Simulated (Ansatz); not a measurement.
Runs of Ansatz 0.2.0 on Al2O3. Symmetry: Pnnm, No. 58, orthorhombic system. Conventional cell: a = 4.614 Å, b = 9.563 Å, c = 3.120 Å, α = 90.00°, β = 90.00°, γ = 90.00°. Al (site symmetry m) is surrounded by 4 O at 1.68 to 1.82 Å. O (site symmetry 2/m) is surrounded by 2 Al at 1.68 Å. Around O (site symmetry m) lie 3 Al at 1.82 Å. Measurements of this composition are mostly on another form, of space group No. 167.

```tsv
task	level	cell	k mesh	cutoff (eV)	gap on the mesh (eV)	pressure (GPa)	relaxed volume (Å³/atom)	largest force (eV/Å)
relaxation of cell and atoms	PBE	relaxed	6 × 3 × 9	420	3.41	0.0	(a)	-
single point	PBE	as given	8 × 4 × 12	420	3.52	0.0	-	0.19
single point	PBE	as given	6 × 3 × 9	500	3.52	0.0	-	0.19
relaxation of cell and atoms	r2SCAN+rVV10	relaxed	6 × 3 × 9	500	4.08	0.0	12.92	-
relaxation of cell and atoms	RPBE+D3(BJ)	relaxed	6 × 3 × 9	420	(b)	0.0	13.01	-
```

Alike in all rows: potentials or basis Ansatz PAW; no spin polarisation; smearing fermi-dirac 0.05 eV.

Question: Estimate the missing entries.

Answer: (a) 13.84; (b) 3.80.

Caveats: odd divisions of the mesh miss points on the zone boundary, where band edges often lie, so the gap on the mesh can be too wide (some runs); the plane-wave basis is chosen anew once the cell has moved, so the energies of steps on either side of that aren't comparable (some runs); the PAW data sets come from PBE, with cores solved anew for the run's functional, which leaves a small shift of forces and pressure (some runs).

A k mesh can miss the band edges.
